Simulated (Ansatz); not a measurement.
# InAs: band gap under strain

Aim: follow the gap of InAs built on the zincblende prototype through these states: +2.5 % biaxial strain in the (111) plane, free along [111]; +3.0 % equal strain in all directions; +1.5 % biaxial strain in x and y, free along z. The table at the end shows which levels were run.

The runs shown are made with Ansatz 0.2.0. PAW datasets, plane waves. Calculated at 0 K for a non-magnetic cell.

**1. The cell**

The unstrained cell was relaxed with r2SCAN; in each strained cell the atoms were relaxed again with r2SCAN. Names of k-points are those of the unstrained zone, where strain can split equivalent points. First state: +2.5 % biaxial strain in the (111) plane, free along [111].

The symmetry is R3m (No. 160, trigonal); a = 4.428 Å, c = 10.427 Å in the conventional setting, 29.51 Å³ an atom. Around In lie 4 As at 2.65–2.69 Å; around As lie 4 In at 2.65–2.69 Å.

As a file:

```cif
data_structure
_symmetry_space_group_name_H-M 'R3m:H'
_symmetry_Int_Tables_number 160
_cell_length_a 4.4278
_cell_length_b 4.4278
_cell_length_c 10.4274
_cell_angle_alpha 90.000
_cell_angle_beta 90.000
_cell_angle_gamma 120.000
_cell_volume 177.05
loop_
_atom_site_label
_atom_site_type_symbol
_atom_site_symmetry_multiplicity
_atom_site_Wyckoff_symbol
_atom_site_fract_x
_atom_site_fract_y
_atom_site_fract_z
_atom_site_occupancy
In1 In 3 a 0.33333 0.66667 0.66452 1
As1 As 3 a 0.33333 0.66667 0.91881 1
```

From earlier runs on the unstrained cell: PBE 0.00 eV, r2SCAN 0.08 eV, HSE06 0.36 eV; a = 6.109 Å.

**2. +2.5 % biaxial strain in the (111) plane, free along [111]: PBE**

Contents of input.yaml:

```yaml
crystal:
  lattice:
    - [-0.0805579514, 3.0503972791, 3.0503972791]
    - [3.0503972791, -0.0805579514, 3.0503972791]
    - [3.0503972791, 3.0503972791, -0.0805579514]
  atoms:
    - { symbol: In, position: [-0.0021474167, -0.0021474167, -0.0021474167] }
    - { symbol: As, position: [0.2521474167, 0.2521474167, 0.2521474167] }
kpoints:
  mp_grid: { grid: [8, 8, 8] }
  band_path:
    path:
      - [0.0, 0.0, 0.0]
      - [-0.5, -0.5, 0.0]
      - [-0.375, -0.375, 0.25]
      - [-0.375, 0.0, 0.375]
      - [0.0, 0.0, 0.5]
      - [-0.5, -0.25, 0.25]
      - [-0.026042, 0.0, 0.02474]
    npoints: 1
hamiltonian:
  xc: pbe
scf:
  occupations: { method: fermi_dirac, width: 0.02 }
  n_extra_bands: 4
output:
  forces: true
  stress: true
  eigenvalues: true
```

Launch:

```bash
> ansatz run input.yaml --threads 4 --pin off --max-ram 4608MiB --backend cpu --events-out ev --progress --plain --runs-dir out
```

The runs that follow: +2.5 % biaxial strain in the (111) plane, free along [111]: r2SCAN; +2.5 % biaxial strain in the (111) plane, free along [111]: HSE06; +3.0 % equal strain in all directions: PBE; +3.0 % equal strain in all directions: r2SCAN; +3.0 % equal strain in all directions: HSE06; +1.5 % biaxial strain in x and y, free along z: PBE; +1.5 % biaxial strain in x and y, free along z: r2SCAN; +1.5 % biaxial strain in x and y, free along z: HSE06.

What does the calculation give?

As calculated:

Least gap in eV (negative: overlap), with the change from the unstrained cell in brackets:

| state | volume change (%) | PBE | r2SCAN | HSE06 |
| --- | --- | --- | --- | --- |
| +2.5 % biaxial strain in the (111) plane, free along [111] | +3.5 | 0.05 (+0.05) | 0.06 (-0.02) | 0.12 (-0.24) |
| +3.0 % equal strain in all directions | +9.3 | 0.00 (+0.00) | 0.00 (-0.08) | 0.00 (-0.36) |
| +1.5 % biaxial strain in x and y, free along z | +1.3 | 0.00 (+0.00) | 0.01 (-0.07) | 0.17 (-0.19) |

In words: With HSE06, of the states in the table +3.0 % equal strain in all directions shifts the gap most, by -0.358 eV. PBE and HSE06 differ by 0.36 eV on the unstrained gap, and by at most 0.36 eV on its change. Under +1.5 % biaxial strain in x and y, free along z PBE gives no gap, or under 0.02 eV, while HSE06 has one. Spin-orbit coupling is left out of the table, though the cell holds In (Z = 49); in an element this heavy it can shift bands and gaps by tenths of an eV.
